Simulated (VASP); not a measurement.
# Si (Fd-3m) in VASP: phonons with LDA

Aim: the phonons of Si with LDA.

Everything below comes from runs of VASP 6.6.1. Logs are shortened: lines on timing, memory, paths and dates and some standing lists are left out, and cuts for length are marked.

**1. Starting point**

It takes space group Fd-3m (No. 227, cubic). The conventional cell has a = 5.427 Å, b = 5.427 Å, c = 5.427 Å, α = 90.00°, β = 90.00°, γ = 90.00°. Si (site symmetry -43m) has 4 Si at 2.35 Å as nearest neighbours.

**2. Phonons, LDA**

POSCAR reads:

```
Si
1.0
    0.0000000000      2.7135600000      2.7135600000
    2.7135600000      0.0000000000      2.7135600000
    2.7135600000      2.7135600000      0.0000000000
Si
2
Direct
    0.7500000000      0.7500000000      0.7500000000
    0.5000000000      0.5000000000      0.5000000000
```

INCAR.step1 reads:

```
SYSTEM = Si
ALGO = Fast
EDIFF = 1E-8
EDIFFG = -0.002
ENCUT = 600
GGA = CA
IBRION = 2
ISIF = 3
ISMEAR = 0
LASPH = .True.
LCHARG = .False.
LREAL = .False.
LWAVE = .False.
NELM = 80
NSW = 40
PREC = Accurate
SIGMA = 0.02
```

INCAR.step2 reads:

```
SYSTEM = Si
ALGO = Fast
EDIFF = 1E-8
ENCUT = 600
GGA = CA
IBRION = 6
ISIF = 2
ISMEAR = 0
LASPH = .True.
LCHARG = .False.
LREAL = .False.
LWAVE = .False.
NELM = 80
NFREE = 2
NSW = 1
POTIM = 0.015
PREC = Accurate
SIGMA = 0.02
```

KPOINTS reads:

```
k-points
0
Gamma
  10 10 10
  0 0 0
```

Potentials or basis: VASP PAW LDA potentials, release 64 (Si).

On the command line:

```bash
$ cat potpaw_LDA.64/Si/POTCAR > POTCAR
$ cp INCAR.step1 INCAR
$ mpirun -np 1 vasp_std > vasp.out
$ cp CONTCAR POSCAR
$ cp INCAR.step2 INCAR
$ mpirun -np 1 vasp_std > vasp.out
```

OUTCAR:

```text
SYSTEM = Si
   EDIFF = 1E-8
   ENCUT = 600
   GGA = CA
   IBRION = 6
   ISIF = 2
   ISMEAR = 0
   LASPH = .True.
   LREAL = .False.
   NELM = 80
   NFREE = 2
   NSW = 1
   POTIM = 0.015
   PREC = Accurate

 ion  position               nearest neighbor table
   1  0.750  0.750  0.750-   2 2.34   2 2.34   2 2.34   2 2.34
   2  0.500  0.500  0.500-   1 2.34   1 2.34   1 2.34   1 2.34

  LATTYP: Found a face centered cubic cell.
 ALAT       =     5.4030023003

  Lattice vectors:

 A1 = (   0.0000000000,   2.7015011501,   2.7015011501)
 A2 = (   2.7015011501,   0.0000000000,   2.7015011501)
 A3 = (   2.7015011501,   2.7015011501,   0.0000000000)

Analysis of symmetry for initial positions (statically):
=====================================================================
 Subroutine PRICEL returns:
 Original cell was already a primitive cell.

 Routine SETGRP: Setting up the symmetry group for a
 face centered cubic supercell.

 Subroutine GETGRP returns: Found 48 space group operations
 (whereof 24 operations were pure point group operations)
 out of a pool of 48 trial point group operations.

The static configuration has the point symmetry T_d .
 The point group associated with its full space group is O_h .

Analysis of symmetry for dynamics (positions and initial velocities):
=====================================================================
 Subroutine PRICEL returns:
 Original cell was already a primitive cell.

 Routine SETGRP: Setting up the symmetry group for a
 face centered cubic supercell.

 Subroutine GETGRP returns: Found 48 space group operations
 (whereof 24 operations were pure point group operations)
 out of a pool of 48 trial point group operations.

The dynamic configuration has the point symmetry T_d .
 The point group associated with its full space group is O_h .

 Subroutine INISYM returns: Found 48 space group operations
 (whereof 24 operations are pure point group operations),
 and found     1 'primitive' translations

----------------------------------------------------------------------------------------

                                     Primitive cell

  volume of cell :      39.4317

  direct lattice vectors                    reciprocal lattice vectors
     0.000000000  2.701501150  2.701501150    -0.185082283  0.185082283  0.185082283
     2.701501150  0.000000000  2.701501150     0.185082283 -0.185082283  0.185082283
     2.701501150  2.701501150  0.000000000     0.185082283  0.185082283 -0.185082283

  length of vectors
     3.820499565  3.820499565  3.820499565     0.320571917  0.320571917  0.320571917

  position of ions in fractional coordinates (direct lattice)
     0.750000000  0.750000000  0.750000000
     0.500000000  0.500000000  0.500000000

  ion indices of the primitive-cell ions
   primitive index   ion index
                 1           1
                 2           2

----------------------------------------------------------------------------------------

 KPOINTS: k-points

Automatic generation of k-mesh.
 Grid dimensions read from file:
 generate k-points for:   10   10   10

 Generating k-lattice:

  Cartesian coordinates                     Fractional coordinates (reciprocal lattice)
    -0.018508228  0.018508228  0.018508228     0.100000000  0.000000000  0.000000000
     0.018508228 -0.018508228  0.018508228     0.000000000  0.100000000  0.000000000
     0.018508228  0.018508228 -0.018508228     0.000000000  0.000000000  0.100000000

  Length of vectors
     0.032057192  0.032057192  0.032057192

  Shift w.r.t. Gamma in fractional coordinates (k-lattice)
     0.000000000  0.000000000  0.000000000

 Subroutine IBZKPT returns following result:
 ===========================================

 Found     47 irreducible k-points:

 Following reciprocal coordinates:
            Coordinates               Weight
  0.000000  0.000000  0.000000      1.000000
  0.100000  0.000000  0.000000      8.000000
  0.200000  0.000000  0.000000      8.000000
  0.300000  0.000000  0.000000      8.000000
  0.400000  0.000000  0.000000      8.000000
  0.500000  0.000000  0.000000      4.000000
[... 16 lines left out ...]
  0.300000  0.300000  0.000000      6.000000
  0.400000  0.300000  0.000000     24.000000
 [... further k-points ...]
   k-points           NKPTS =     47   k-points in BZ     NKDIM =     47   number of bands    NBANDS=      8
   number of dos      NEDOS =    301   number of ions     NIONS =      2
   total plane-waves  NPLWV =  32768
   dimension x,y,z NGX =    32 NGY =   32 NGZ =   32
   dimension x,y,z NGXF=    64 NGYF=   64 NGZF=   64
   ions per type =               2
   NGX,Y,Z   is equivalent  to a cutoff of  13.92, 13.92, 13.92 a.u.
   NGXF,Y,Z  is equivalent  to a cutoff of  27.85, 27.85, 27.85 a.u.
 SYSTEM =  Si
   PREC   = accura    normal or accurate (medium, high low for compatibility)
   ISTART =      0    job   : 0-new  1-cont  2-samecut
   ICHARG =      2    charge: 1-file 2-atom 10-const
   ISPIN  =      1    spin polarized calculation?
   LNONCOLLINEAR =      F non collinear calculations
   LSORBIT =      F    spin-orbit coupling
   LASPH  =      T    aspherical Exc in radial PAW
   ENCUT  =  600.0 eV  44.10 Ry    6.64 a.u.   7.63  7.63  7.63*2*pi/ulx,y,z
   NELM   =     80;   NELMIN=  2; NELMDL=  0     # of ELM steps
   EDIFF  = 0.1E-07   stopping-criterion for ELM
   LREAL  =      F    real-space projection
   EDIFFG = 0.1E-06   stopping-criterion for IOM
   NSW    =     61    number of steps for IOM
   IBRION =      6    ionic relax: 0-MD 1-quasi-New 2-CG
   NFREE  =      2    steps in history (QN), initial steepest desc. (CG)
   ISIF   =      2    stress and relaxation
   ISYM   =      2    0-nonsym 1-usesym 2-fastsym
   POTIM  = 0.0150    time-step for ionic-motion
   TEBEG  =    0.0;   TEEND  =   0.0 temperature during run
   PSTRESS=    0.0 pullay stress
   NELECT =       8.0000    total number of electrons
   NUPDOWN=      -1.0000    fix difference up-down
   EMIN   =  10.00;   EMAX   =-10.00  energy-range for DOS
   EFERMI =   0.00;   METHOD = LEGACY
   ISMEAR =     0;   SIGMA  =   0.02  broadening in eV -4-tet -1-fermi 0-gaus
   EFERMI_NEDOS =   21; number of points for ismear=-14 and -15
   IALGO  =     68    algorithm
   IMIX   =      4    mixing-type and parameters
     AMIX     =   0.40;   BMIX     =  1.00
     AMIX_MAG =   1.60;   BMIX_MAG =  1.00
  volume/ion in A,a.u.               =      19.72       133.05
  Fermi-wavevector in a.u.,A,eV,Ry     =   0.961959  1.817838 12.590344  0.925364
  Thomas-Fermi vector in A             =   2.091376
   LORBIT       =      0    0 simple, 1 ext, 2 COOP (PROOUT), +10 PAW based schemes
   GGA     = CA    functional components
   LHFCALC =     F    Hartree Fock is set to
   AEXX    =    0.0000 exact exchange contribution
   IVDW    =     0    specifies the selected vdW correction
   LEPSILON=     F    determine dielectric tensor
   LRPA    =     F    only Hartree local field effects (RPA)
 finite differences with symmetry
 non-spin polarized calculation
 RMM-DIIS sequential band-by-band and
 Gauss-broadening in eV      SIGMA  =   0.02
  energy-cutoff  :      600.00
  volume of cell :       39.43
 maximum number of plane-waves:      1363
   NGX = 15   NGY = 15   NGZ = 15

--------------------------------------- Ionic step        1  -------------------------------------------

 number of electron       7.9999999 magnetization

 Free energy of the ion-electron system (eV)
  ---------------------------------------------------
  ext. energy  EPLUGINS =         0.00000000
  ---------------------------------------------------
  free energy    TOTEN  =       -11.91928985 eV

  energy without entropy =      -11.91928985  energy(sigma->0) =      -11.91928985

------------------------ aborting loop because EDIFF is reached ----------------------------------------

  FORCE on cell =-STRESS in cart. coord.  units (eV):
  Direction    XX          YY          ZZ          XY          YZ          ZX
  --------------------------------------------------------------------------------------
  -------------------------------------------------------------------------------------
  Total       -0.0009833     -0.0009833     -0.0009833      0.0000000     -0.0000000     -0.0000000
  in kB       -0.0399522     -0.0399522     -0.0399522      0.0000000     -0.0000000     -0.0000000
  external PRESSURE =      -0.0399522 kB  Pullay stress =       0.0000000 kB
[... 57 lines left out ...]
  energy  without entropy=      -11.9177630462  energy(sigma->0) =      -11.91776305

--------------------------------------- Ionic step        3  -------------------------------------------

 number of electron       8.0000000 magnetization

 Free energy of the ion-electron system (eV)
  ---------------------------------------------------
  ext. energy  EPLUGINS =         0.00000000
  ---------------------------------------------------
  free energy    TOTEN  =       -11.91776305 eV

  energy without entropy =      -11.91776305  energy(sigma->0) =      -11.91776305

 E-fermi :   6.0975     XC(G=0):  -9.6634

 val. band max:        5.9999112310   @ k =   0.0000   0.0000   0.0000
 cond. band min:       6.3790054209   @ k =   0.0000   0.4000   0.4000
 fundamental gap:      0.3790941899
 Fermi energy:         6.0974650142

 k-point     1 :       0.0000    0.0000    0.0000
  band No.  band energies     occupation
      1      -6.1354      2.00000
      2       5.8549      2.00000
      3       5.9279      2.00000
      4       5.9999      2.00000
      5       8.4152      0.00000
      6       8.4571      0.00000
      7       8.5005      0.00000
      8       9.3126      0.00000
[... 243 lines left out ...]
 k-point    24 :       0.4000    0.3000    0.0000
  band No.  band energies     occupation
      1      -3.9405      2.00000
      2       0.4677      2.00000
      3       3.0342      2.00000
      4       3.4562      2.00000
      5       6.8615      0.00000
      6       8.0583      0.00000
      7      12.8792      0.00000
      8      13.0161      0.00000

 [... further k-points ...]
[... 5 lines left out ...]
  --------------------------------------------------------------------------------------
  -------------------------------------------------------------------------------------
  Total       -0.0010479      0.0027437      0.0027437      0.0000000      0.1491576      0.0000000
  in kB       -0.0425770      0.1114831      0.1114831      0.0000000      6.0605272      0.0000000
  external PRESSURE =       0.0601297 kB  Pullay stress =       0.0000000 kB
[... 17 lines left out ...]
  FREE ENERGIE OF THE ION-ELECTRON SYSTEM (eV)
  ---------------------------------------------------
  free  energy   TOTEN  =       -11.9177630463 eV

  energy  without entropy=      -11.9177630463  energy(sigma->0) =      -11.91776305

 INTERNAL STRAIN TENSORS FROM DISPLACED ATOMS
 ============================================

 INTERNAL STRAIN TENSOR FOR ION    1 for displacements in x,y,z  (eV/Angst):
          X           Y           Z          XY          YZ          ZX
  --------------------------------------------------------------------------------
  x     0.00000     0.00000     0.00000     0.00000    -9.94352     0.00000
  y     0.00000     0.00000     0.00000     0.00000     0.00000    -9.94352
  z     0.00000     0.00000     0.00000    -9.94352     0.00000     0.00000

 INTERNAL STRAIN TENSOR FOR ION    2 for displacements in x,y,z  (eV/Angst):
          X           Y           Z          XY          YZ          ZX
  --------------------------------------------------------------------------------
  x     0.00000    -0.00000    -0.00000     0.00000     9.94352     0.00000
  y    -0.00000     0.00000    -0.00000     0.00000     0.00000     9.94352
  z    -0.00000    -0.00000     0.00000     9.94352     0.00000     0.00000

 Eigenvectors and eigenvalues of the dynamical matrix
 ----------------------------------------------------

   1 f  =   15.370734 THz    96.577172 2PiTHz  512.712508 cm-1    63.568221 meV
             X         Y         Z           dx          dy          dz
      4.052252  4.052252  4.052252     0.000000   -0.707107    0.000000
      2.701501  2.701501  2.701501     0.000000    0.707107    0.000000

   2 f  =   15.370734 THz    96.577172 2PiTHz  512.712508 cm-1    63.568221 meV
             X         Y         Z           dx          dy          dz
      4.052252  4.052252  4.052252    -0.707107    0.000000    0.000000
      2.701501  2.701501  2.701501     0.707107    0.000000    0.000000
[... 11 lines left out ...]
   5 f  =    0.000000 THz     0.000000 2PiTHz    0.000000 cm-1     0.000000 meV
             X         Y         Z           dx          dy          dz
      4.052252  4.052252  4.052252     0.000000    0.707107    0.000000
      2.701501  2.701501  2.701501     0.000000    0.707107    0.000000

   6 f  =    0.000000 THz     0.000000 2PiTHz    0.000000 cm-1     0.000000 meV
             X         Y         Z           dx          dy          dz
      4.052252  4.052252  4.052252     0.000000    0.000000    0.707107
      2.701501  2.701501  2.701501     0.000000    0.000000    0.707107

 ELASTIC MODULI CONTR FROM IONIC RELAXATION (kBar)
 Direction    XX          YY          ZZ          XY          YZ          ZX
 --------------------------------------------------------------------------------
 XX          -0.0000     -0.0000     -0.0000      0.0000      0.0000      0.0000
 YY          -0.0000     -0.0000     -0.0000      0.0000      0.0000      0.0000
 ZZ          -0.0000     -0.0000     -0.0000      0.0000      0.0000      0.0000
 XY           0.0000      0.0000      0.0000   -295.9467      0.0000      0.0000
 YZ           0.0000      0.0000      0.0000      0.0000   -295.9467      0.0000
 ZX           0.0000      0.0000      0.0000      0.0000      0.0000   -295.9467
 --------------------------------------------------------------------------------
```

It took 2.5 min on 1 thread of Intel Xeon Platinum 8375C at 2.90GHz (Ice Lake), shared host; peak memory 0.22 GiB.

What came out:

```
Relaxed volume                         : 19.72 Å³/atom
Relaxed cell                           : a = 3.820 Å, b = 3.820 Å, c = 3.820 Å, α = 60.00°, β = 60.00°, γ = 60.00°
Space group after relaxing (to 0.05 Å) : Fd-3m (No. 227)
Highest phonon frequency at Γ          : 513 cm⁻¹
```

Step by step:
| step | energy change (eV) | largest force (eV/Å) | pressure (GPa) | volume (Å³) |
| --- | --- | --- | --- | --- |
| 1 | 0.0000 | 0.0000 | -1.26 | 39.96 |
| 2 | -0.0010 | 0.0000 | 0.93 | 39.06 |
| 3 | -0.0021 | 0.0000 | 0.00 | 39.43 |

Final structure:
```
CELL_PARAMETERS angstrom
0.00000 2.70150 2.70150
2.70150 0.00000 2.70150
2.70150 2.70150 0.00000
ATOMIC_POSITIONS crystal
Si 0.75000 0.75000 0.75000
Si 0.50000 0.50000 0.50000
```

Phonon frequencies in cm⁻¹ (negative: imaginary):
| q point | frequencies |
| --- | --- |
| (0.000, 0.000, 0.000) | 0 0 0 513 513 513 |
